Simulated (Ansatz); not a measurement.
Gas-phase electronic energies from Ansatz, PBE0-D4/def2-TZVP geometries. CBS: MP2 limit from def2 TZ/QZ plus the TZ coupled-cluster correction, frozen cores. Functionals use def2-TZVPP. For Br outer-core shells are correlated without core-valence functions, which leaves a few kJ/mol of doubt a bond. Scalar relativity is left out up to krypton. Each species was taken in one conformer, which may not be the lowest.

`C=NB(F)Br` + `CCCS` → `CCB(F)Br` + `C=NCS`  (formal exchange of groups at a B–N bond)

```
         level  ΔE (kJ/mol)
       PBE0-D4         81.2
MP2/def2-QZVPP         80.2
```

What does CCSD(T)/CBS give? (Estimate.)

Ansatz gave: +77.9 kJ/mol. The listed levels differ from it by 3.3, 2.3 kJ/mol.

Largest T1 diagnostic among the species: 0.012.

CCSD(T)/CBS has its own doubt, a few kJ/mol and more with outer-core shells, so smaller differences from it don't rank the levels.
